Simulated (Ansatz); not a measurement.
Runs of Ansatz 0.2.0 on NaCl. The structure is cubic, space group Pm-3m (No. 221). The conventional cell has a = 3.502 Å, b = 3.502 Å, c = 3.502 Å, α = 90.00°, β = 90.00°, γ = 90.00°. Cl (site symmetry m-3m) is surrounded by 8 Na at 3.03 Å. Na (site symmetry m-3m) has 8 Cl at 3.03 Å as nearest neighbours. Measurements of this composition are mostly on another form, of space group No. 225.

| task | level | cell | cutoff (eV) | smearing | gap on the mesh (eV) | pressure (GPa) | relaxed volume (Å³/atom) |
| --- | --- | --- | --- | --- | --- | --- | --- |
| relaxation of cell and atoms | LDA | relaxed | - | fermi-dirac 0.05 eV | 4.00 | 0.0 | 19.14 |
| single point | PBE | as given | 141 | gaussian 0.019 eV | (a) | (c) | - |
| band structure | RPBE | as given | 141 | fermi-dirac 0.05 eV | 4.27 | 1.9 | - |
| band structure | LDA | as given | 141 | fermi-dirac 0.05 eV | 3.60 | -3.1 | - |
| relaxation of cell and atoms | PBE | relaxed | - | fermi-dirac 0.05 eV | 3.96 | 0.0 | 21.58 |
| density of states | LDA | volume scaled by 0.92 | 150 | gaussian 0.01 eV | (b) | (d) | - |
| band structure | BLYP | as given | 141 | fermi-dirac 0.05 eV | 4.03 | 1.2 | - |

Alike in all rows: potentials or basis all-electron LAPW, scalar-relativistic; no spin polarisation; k mesh 8 × 8 × 8; basis error allowed 0.001 eV/atom.

Q: Fill in the values left out.

A: (a) 3.98; (b) 3.88; (c) 0.1; (d) -1.1.

A k mesh can miss the band edges.
